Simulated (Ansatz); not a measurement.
## BN: what symmetry allows forces and stress to be

```
B N
1.0
     0.00000    3.49532    2.16609
     1.25163    0.00000    2.16609
     1.25163    3.49532    0.00000
B N
1 1
Direct
  0.00649 0.99361 0.00639
  0.66665 0.66665 0.33335
```

All numbers below come from DFT PBE, scalar-relativistic, plane waves, PAW in Ansatz 0.2.0.

Cutoff 420 eV; k points 12×12×12 on the computed 2-atom cell (Γ-centred); Gaussian smearing, width 0.02 eV; no spin polarisation.

This distorted cell has space group Cm, with 2 operations.

Problem. Without a calculation: in which directions can each atom feel a force?

Solution. A force must be left unchanged by every operation that keeps its atom in place, so it lies in the space that those operations leave fixed. Atoms that the group maps onto each other feel forces of one size.
```
atom site symmetry operations at the site equivalent to atom allowed force (Cartesian)
  B1              m                       2                   1  in the plane normal to (1.00, 0.00, 0.00)
  N2              m                       2                   2  in the plane normal to (1.00, 0.00, 0.00)
```

That leaves 4 independent force components of 6, tied by 2 conditions that the forces sum to zero, so 2 remain. A relaxation in this cell that keeps the symmetry moves the atoms in these directions alone.

Problem. And the stress tensor?

Solution. It must be invariant under the point group, which leaves 4 independent components: xz, xy vanish.

Problem. Do the computed values obey this?

Solution. Yes. Forces (eV/Å):
```
B1   0.000 -0.580  0.010
N2   0.000  0.580 -0.010
```

Stress (GPa, compression positive, xx yy zz yz xz xy): 3.88 1.49 3.92 -0.05 0.00 0.00. The program imposes the same operations on density, forces and stress, so this confirms the analysis and is no independent test of the calculation.

The cell holds layers, and where no dispersion correction was added their binding is poorly described.

This form isn't the usual stable structure of the compound.